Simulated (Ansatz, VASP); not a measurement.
**Sb in VASP and in Ansatz**

```
CELL_PARAMETERS angstrom
3.16000 -0.03160 -0.03160
-0.03160 3.16000 -0.03160
-0.03160 -0.03160 3.16000
ATOMIC_POSITIONS crystal
Sb 0.00000 0.00000 0.00000
```

Change from the starting cell: equal xy, yz and zx shear strains of -2 %.

Alike in both runs: task single point; functional PBE; k mesh 13 × 13 × 13; occupations fermi-dirac, width 0.05 eV; no spin polarisation.

|  | VASP | Ansatz |
| --- | --- | --- |
| version | VASP 6.6.1 | Ansatz 0.2.0 |
| potentials or method | VASP PAW PBE potentials, release 64 (Sb), cutoff 520 eV | all-electron LAPW, scalar-relativistic |

VASP gave:

```
pressure (GPa)                                  : -2.6
largest component of the traceless stress (GPa) : 0.29
```

Q: What did Ansatz give for the same quantities?

A: Pressure (GPa): -2.5; largest component of the traceless stress (GPa): 0.29.

Ansatz ran all-electron here, so the differences hold the error of VASP's frozen core and of both bases.

Spin-orbit coupling is left out, which matters for the levels of Sb.
